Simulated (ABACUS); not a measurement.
# FeO (Wuestite) (R-3m) in ABACUS: settings compared, part 2 of 2

ABACUS 3.10.1. The steps go on from the part before.

## (4) Relaxation of cell and atoms, revPBE+D3, collinear spin, ferromagnetic start

The input, INPUT:

```
INPUT_PARAMETERS
suffix              FeO
calculation         cell-relax
basis_type          lcao
pseudo_dir          ./
orbital_dir         ./
symmetry            1
dft_functional      revpbe
ecutwfc             100
pseudo_rcut         7
nspin               2
nbands              17
ks_solver           genelpa
smearing_method     fd
smearing_sigma      0.00367493
scf_thr             1e-07
scf_nmax            100
mixing_type         broyden
mixing_beta         0.4
cal_force           1
cal_stress          1
vdw_method          d3_0
out_mul             1
relax_nmax          60
force_thr_ev        0.005
relax_method        cg
out_stru            1
stress_thr          0.2
fixed_axes          shape
```

The input, STRU:

```
ATOMIC_SPECIES
Fe 55.8450 Fe.upf
O 15.9990 O.upf

NUMERICAL_ORBITAL
Fe_confined-atom_7au_3s2p2d1f.orb
O_confined-atom_6au_2s2p1d.orb

LATTICE_CONSTANT
1.8897261246

LATTICE_VECTORS
1.5188209023 0.8768916568 2.5195772846
-1.5188209023 0.8768916568 2.5195772846
0.0000000000 -1.7537833136 2.5195772846

ATOMIC_POSITIONS
Cartesian

Fe
0.0
1
0.0000000000 0.0000000000 0.0000000000 1 1 1 mag 3

O
0.0
1
0.0000000000 0.0000000000 3.7793659269 1 1 1 mag 0
```

The input, KPT:

```
K_POINTS
0
Gamma
8 8 8 0 0 0
```

Launch:

```console
$ OMP_NUM_THREADS=1 mpirun -np 4 abacus > log
```

Wall time 48 s (4 MPI ranks of Intel Xeon 6975P-C (Granite Rapids), shared host); peak memory 0.52 GiB.

Results (log left out):

| Property | Result |
| --- | --- |
| Free energy | -3861.7862 eV |
| Relaxed volume | 9.93 Å³/atom |
| Relaxed cell | a = 3.056 Å, b = 3.056 Å, c = 3.056 Å, α = 59.31°, β = 59.31°, γ = 59.31° |
| Space group after relaxing (to 0.05 Å) | R-3m (No. 166) |
| Energy gained by relaxing | 1.1 meV/atom |
| Ionic steps | 5 |
| Pressure after relaxing | 0.0 GPa |
| Net moment | 4.00 μB per cell |
| Absolute moment | 4.01 μB per cell |
| Site moments | Fe +3.77; O +0.23 μB |
| Mulliken charges | Fe +0.56; O -0.56 e |
| Dispersion energy per atom | -0.257 eV |

Stress tensor (GPa, compression positive):
```
 0.29  0.00  0.00
 0.00  0.29  0.00
 0.00  0.00 -0.59
```

The path:
```csv
step,energy change (eV),largest force (eV/Å),pressure (GPa),volume (Å³)
1,0.0000,0.0000,-2.44,20.13
2,-0.0014,0.0000,1.68,19.67
3,-0.0022,0.0000,0.08,19.85
4,-0.0022,0.0000,-0.05,19.86
5,-0.0022,0.0000,0.00,19.85
```

Final structure:
```xyz
2
Lattice="1.5118 0.8728 2.5079 -1.5118 0.8728 2.5079 0.0000 -1.7456 2.5079" Properties=species:S:1:pos:R:3 pbc="T T T"
Fe    0.0000    0.0000    0.0000
O     0.0000    0.0000    3.7618
```

Caveat: the atomic orbitals were generated for these runs and aren't a published set; Mulliken charges move with the basis; the shape was held while the volume relaxed; the potentials were made for another functional, which shifts forces and pressure; the basis of atomic orbitals isn't converged, which shifts pressures, moduli and gaps; a cell with one magnetic atom can't hold antiferromagnetic order, which such compounds often take.

## (5) Relaxation of cell and atoms, revPBE+D3(BJ), collinear spin, ferromagnetic start

Changes to INPUT since step 4:

```diff
@@ -21,3 +21,3 @@
 cal_stress          1
-vdw_method          d3_0
+vdw_method          d3_bj
 out_mul             1
```

STRU is that of step 4.

KPT is that of step 4.

Potentials or basis: PseudoDojo NC SR 0.4.1 PBE standard, DZP LCAO (the cutoffs set its grid).

Launch:

```console
$ OMP_NUM_THREADS=1 mpirun -np 4 abacus > log
```

running log:

```text
ABACUS v3.10.1

               Atomic-orbital Based Ab-initio Computation at UStc

 ------------------------------------------------------------------------------------

 READING GENERAL INFORMATION
                           global_out_dir = OUT.FeO/
                           global_in_card = INPUT
                               pseudo_dir = ./
                              orbital_dir = ./
                                    DSIZE = 4
                                    GSIZE = 1

 READING UNITCELL INFORMATION
                                    ntype = 2
                  lattice constant (Bohr) = 1.88973
              lattice constant (Angstrom) = 1

 READING ATOM TYPE 1
                               atom label = Fe
                      L=0, number of zeta = 3
                      L=1, number of zeta = 2
                      L=2, number of zeta = 2
                      L=3, number of zeta = 1
             number of atom for this type = 1
               magnetization of element 1 = 3

 READING ATOM TYPE 2
                               atom label = O
                      L=0, number of zeta = 2
                      L=1, number of zeta = 2
                      L=2, number of zeta = 1
             number of atom for this type = 1
               magnetization of element 2 = 0

                        TOTAL ATOM NUMBER = 2
CARTESIAN COORDINATES ( UNIT =       1.889726124600 Bohr ).
    atom                   x                   y                   z     mag                  vx                  vy                  vz
tauc_Fe1            0.0000000000        0.0000000000        0.0000000000  3.0000        0.0000000000        0.0000000000        0.0000000000
tauc_O1            0.0000000000        0.0000000000        3.7793659269  0.0000        0.0000000000        0.0000000000        0.0000000000

                          Volume (Bohr^3) = 135.871
                             Volume (A^3) = 20.134

 Lattice vectors: (Cartesian coordinate: in unit of a_0)
             +1.51882           +0.876892            +2.51958
             -1.51882           +0.876892            +2.51958
                   +0            -1.75378            +2.51958
 Reciprocal vectors: (Cartesian coordinate: in unit of 2 pi/a_0)
            +0.329203           +0.190065           +0.132297
            -0.329203           +0.190065           +0.132297
                   +0           -0.380131           +0.132297
 The esolver type has been set to : ksdft_lcao

                PAO radial cut off (Bohr) = 7

 Read in pseudopotential file is Fe.upf
                     pseudopotential type = NC
          exchange-correlation functional = PBE
                 nonlocal core correction = 1
                        valence electrons = 16
                                     lmax = 2
                           number of zeta = 4
                     number of projectors = 6
                           L of projector = 0
                           L of projector = 0
                           L of projector = 1
                           L of projector = 1
                           L of projector = 2
                           L of projector = 2
 XC functional updated to : revpbe
          exchange-correlation functional = REVPBE
                PAO radial cut off (Bohr) = 7

 Read in pseudopotential file is O.upf
                     pseudopotential type = NC
          exchange-correlation functional = PBE
                 nonlocal core correction = 1
                        valence electrons = 6
                                     lmax = 2
                           number of zeta = 2
                     number of projectors = 5
                           L of projector = 0
                           L of projector = 0
                           L of projector = 1
                           L of projector = 1
                           L of projector = 2
 XC functional updated to : revpbe
          exchange-correlation functional = REVPBE
     initial pseudo atomic orbital number = 14
 The readin total magnetization is 3

 SETUP THE ELECTRONS NUMBER
[... 63 lines left out ...]
 The lattice vectors have been changed (STRU_SIMPLE.cif)

(for optimal symmetric configuration:)
                             BRAVAIS TYPE = 7
                     BRAVAIS LATTICE NAME = 07. Rhombohedral (Trigonal) cell
                                    ibrav = 7
                                    IBRAV = 7
                                  BRAVAIS = TRIGONAL (RHOMBOEDRIC) CELL
                       LATTICE CONSTANT A = 3.06986
                               COS(ALPHA) = 0.510439
Original cell was already a primitive cell.
                        ROTATION MATRICES = 12
              PURE POINT GROUP OPERATIONS = 12
                   SPACE GROUP OPERATIONS = 12
                                       C2 = 3
                                       C3 = 2
                                       C4 = 0
                                       C6 = 0
                                       S1 = 3
                                       S3 = 0
                                       S4 = 0
                                       S6 = 2
                              POINT GROUP = D_3d
                                       C2 = 3
                                       C3 = 2
                                       C4 = 0
                                       C6 = 0
                                       S1 = 3
                                       S3 = 0
                                       S4 = 0
                                       S6 = 2
               POINT GROUP IN SPACE GROUP = D_3d

 SETUP K-POINTS
                                    nspin = 2
                   Input type of k points = Monkhorst-Pack(Gamma)
                                   nkstot = 512
                       right hand lattice = 1
(for reciprocal lattice: )
                             BRAVAIS TYPE = 7
                     BRAVAIS LATTICE NAME = 07. Rhombohedral (Trigonal) cell
                                    ibrav = 7
                       right hand lattice = 1
(for k-lattice: )
                             BRAVAIS TYPE = 7
                     BRAVAIS LATTICE NAME = 07. Rhombohedral (Trigonal) cell
                                    ibrav = 7
                       right hand lattice = 1
                        ROTATION MATRICES = 12
                               nkstot_ibz = 65
K-POINTS REDUCTION ACCORDING TO SYMMETRY
     IBZ    DIRECT_X    DIRECT_Y    DIRECT_Z  WEIGHT  ibz2bz
       1  0.00000000  0.00000000  0.00000000  0.0020       0
       2  0.12500000  0.00000000  0.00000000  0.0117       1
       3  0.25000000  0.00000000  0.00000000  0.0117       2
       4  0.37500000  0.00000000  0.00000000  0.0117       3
       5  0.50000000  0.00000000  0.00000000  0.0059       4
       6  0.12500000  0.12500000  0.00000000  0.0117       9
[... 22 lines left out ...]
      29  0.25000000  0.25000000  0.12500000  0.0117      82
      30  0.37500000  0.25000000  0.12500000  0.0234      83
[... 35 further k points ...]

                               nkstot now = 65
[... K-POINTS DIRECT COORDINATES: 65 rows ...]

           k-point number in this process = 65
       minimum distributed K point number = 65
[... stars of the k points ...]
                             nks(nspin=2) = 130
                          nkstot(nspin=2) = 130

[... K-POINTS CARTESIAN COORDINATES: 130 rows ...]

[... K-POINTS DIRECT COORDINATES: 130 rows ...]

 SETUP PLANE WAVES FOR WAVE FUNCTIONS
     energy cutoff for wavefunc (unit:Ry) = 100
              fft grid for wave functions = [ 40, 40, 40 ]
                    number of plane waves = 3131
                         number of sticks = 283

 PARALLEL PW FOR WAVE FUNCTIONS
     PROC   COLUMNS(POT)             PW
        1             70            782
        2             71            783
        3             71            783
        4             71            783
 --------------- sum -------------------
        4            283           3131

 SET NONLOCAL PSEUDOPOTENTIAL PROJECTORS
 SET NONLOCAL PSEUDOPOTENTIAL PROJECTORS
 max number of nonlocal projetors among all species is 6

 -------------------------------------------
 STEP OF RELAXATION : 1
 -------------------------------------------

DFT-D3 Dispersion correction parameters autoset
----------------------------------
 Parameters  Original   Autoset
----------------------------------
         s6    default     1.0000
         s8    default     2.3550
         a1    default     0.5238
         a2    default     3.5016
----------------------------------
XC functional: revpbe

 SETUP SEARCHING RADIUS FOR PROGRAM TO SEARCH ADJACENT ATOMS
                  longest orb rcut (Bohr) = 7
   longest nonlocal projector rcut (Bohr) = 1.58
                     search radius (Bohr) = 17.2
              searching radius is (Bohr)) = 17.2
         searching radius unit is (Bohr)) = 1.89
                         PeriodicBoundary = 1
                        Radius(unit:lat0) = 9.08
                                   glayer = [ 5, 5, 5 ]
                             glayer_minus = [ 4, 4, 4 ]

Find the coordinate range of the input atom(unit:lat0).
                                  min_tau = [ -12.2, -14, -30.2 ]
                                  max_tau = [ 12.2, 14, 34 ]
                                BoxNumber = [ 9, 9, 9 ]

 SETUP EXTENDED REAL SPACE GRID FOR GRID INTEGRATION
                          real space grid = [ 40, 40, 40 ]
                 big cell numbers in grid = [ 8, 8, 8 ]
             meshcell numbers in big cell = [ 5, 5, 5 ]
                        extended fft grid = [ 12, 12, 12 ]
                dimension of extened grid = [ 33, 33, 33 ]
                            UnitCellTotal = 125
              Atom number in sub-FFT-grid = 2
    Local orbitals number in sub-FFT-grid = 39
                                ParaV.nnr = 35548
                                 init_chg = atomic

 LCAO ALGORITHM --------------- ION=   1  ELEC=   1--------------------------------
          total magnetism (Bohr mag/cell) = 4.00214
       absolute magnetism (Bohr mag/cell) = 4.00214
                        nelec for spin up = 13.0011
                      nelec for spin down = 8.99893
[... 816 lines left out ...]
 Largest gradient in stress is 0.000055 kbar.
 Threshold is 0.200000 kbar.

 Relaxation is converged!

 --------------------------------------------
 !FINAL_ETOT_IS -3862.0581570399563134 eV
 --------------------------------------------
```

Wall time 49 s (4 MPI ranks of Intel Xeon 6975P-C (Granite Rapids), shared host); peak memory 0.48 GiB.

Results:

```
Free energy                            : -3862.0582 eV
Relaxed volume                         : 9.85 Å³/atom
Relaxed cell                           : a = 3.047 Å, b = 3.047 Å, c = 3.047 Å, α = 59.31°, β = 59.31°, γ = 59.31°
Space group after relaxing (to 0.05 Å) : R-3m (No. 166)
Energy gained by relaxing              : 2.8 meV/atom
Ionic steps                            : 5
Pressure after relaxing                : 0.0 GPa
Net moment                             : 4.00 μB per cell
Absolute moment                        : 4.01 μB per cell
Site moments                           : Fe +3.77; O +0.23 μB
Mulliken charges                       : Fe +0.55; O -0.55 e
Dispersion energy per atom             : -0.396 eV
```

Step by step:
| step | energy change (eV) | largest force (eV/Å) | pressure (GPa) | volume (Å³) |
| --- | --- | --- | --- | --- |
| 1 | 0.0000 | 0.0000 | -3.95 | 20.13 |
| 2 | -0.0029 | 0.0000 | 3.02 | 19.39 |
| 3 | -0.0057 | 0.0000 | 0.04 | 19.69 |
| 4 | -0.0057 | 0.0000 | -0.02 | 19.70 |
| 5 | -0.0057 | 0.0000 | 0.00 | 19.70 |

Final structure:
```cif
data_structure
_symmetry_space_group_name_H-M 'P 1'
_symmetry_Int_Tables_number 1
_cell_length_a 3.0474
_cell_length_b 3.0474
_cell_length_c 3.0474
_cell_angle_alpha 59.307
_cell_angle_beta 59.307
_cell_angle_gamma 59.307
_cell_volume 19.70
loop_
_atom_site_label
_atom_site_type_symbol
_atom_site_fract_x
_atom_site_fract_y
_atom_site_fract_z
_atom_site_occupancy
Fe1 Fe 0.00000 0.00000 0.00000 1
O1 O 0.50000 0.50000 0.50000 1
```

Caveat: the atomic orbitals were generated for these runs and aren't a published set; Mulliken charges move with the basis; the shape was held while the volume relaxed; the potentials were made for another functional, which shifts forces and pressure; the basis of atomic orbitals isn't converged, which shifts pressures, moduli and gaps; a cell with one magnetic atom can't hold antiferromagnetic order, which such compounds often take.

## (6) Relaxation of cell and atoms, revPBE+D3(BJ)+ABC, collinear spin, ferromagnetic start

Changes to INPUT since step 5:

```diff
@@ -22,2 +22,3 @@
 vdw_method          d3_bj
+vdw_abc             1
 out_mul             1
```

STRU is that of step 5.

KPT is that of step 5.

Potentials or basis: PseudoDojo NC SR 0.4.1 PBE standard, DZP LCAO (the cutoffs set its grid).

Launch:

```console
$ OMP_NUM_THREADS=1 mpirun -np 4 abacus > log
```

It took 61 s on 4 MPI ranks of Intel Xeon 6975P-C (Granite Rapids), shared host; peak memory 0.48 GiB.

The run converged. Its results:

```
Free energy                            : -3862.0295 eV
Relaxed volume                         : 9.87 Å³/atom
Relaxed cell                           : a = 3.050 Å, b = 3.050 Å, c = 3.050 Å, α = 59.31°, β = 59.31°, γ = 59.31°
Space group after relaxing (to 0.05 Å) : R-3m (No. 166)
Energy gained by relaxing              : 2.2 meV/atom
Ionic steps                            : 5
Pressure after relaxing                : 0.0 GPa
Net moment                             : 4.00 μB per cell
Absolute moment                        : 4.01 μB per cell
Site moments                           : Fe +3.77; O +0.23 μB
Mulliken charges                       : Fe +0.55; O -0.55 e
Dispersion energy per atom             : -0.381 eV
```

Stress tensor (GPa, compression positive):
```
 0.31  0.00  0.00
 0.00  0.31  0.00
 0.00  0.00 -0.63
```

The path:
```tsv
step	energy change (eV)	largest force (eV/Å)	pressure (GPa)	volume (Å³)
1	0.0000	0.0000	-3.51	20.13
2	-0.0023	0.0000	2.67	19.47
3	-0.0045	0.0000	0.07	19.74
4	-0.0045	0.0000	-0.04	19.75
5	-0.0045	0.0000	0.00	19.74
```

Final structure:
```
Fe O
1.0
     1.50896    0.87120    2.50321
    -1.50896    0.87120    2.50321
     0.00000   -1.74239    2.50321
Fe O
1 1
Direct
  0.00000 0.00000 0.00000
  0.50000 0.50000 0.50000
```

Caveat: the atomic orbitals were generated for these runs and aren't a published set; Mulliken charges move with the basis; the shape was held while the volume relaxed; the potentials were made for another functional, which shifts forces and pressure; the basis of atomic orbitals isn't converged, which shifts pressures, moduli and gaps; a cell with one magnetic atom can't hold antiferromagnetic order, which such compounds often take.

## (7) Summary

```tsv
level	D2 scale factor	pressure (GPa)	moment (μB)	relaxed volume (Å³/atom)
revPBE	-	0.0	4.00	10.21
revPBE+D2	1.25	0.0	4.00	10.15
revPBE+D3	-	0.0	4.00	9.93
revPBE+D3(BJ)	-	0.0	4.00	9.85
revPBE+D3(BJ)+ABC	-	0.0	4.00	9.87
```

Alike in all rows: task relaxation of cell and atoms; potentials or basis PseudoDojo NC SR 0.4.1 PBE standard, DZP LCAO (the cutoffs set its grid); spin collinear, ferromagnetic start; cell relaxed; k mesh 8 × 8 × 8; cutoff (eV) 1361; smearing fermi-dirac 0.05 eV.

Caveats: the atomic orbitals were generated for these runs and aren't a published set; the shape was held while the volume relaxed; the potentials were made for another functional, which shifts forces and pressure; the basis of atomic orbitals isn't converged, which shifts pressures, moduli and gaps; a cell with one magnetic atom can't hold antiferromagnetic order, which such compounds often take.

Total energies depend on the potentials used, so only differences within one code and one set of settings carry meaning.
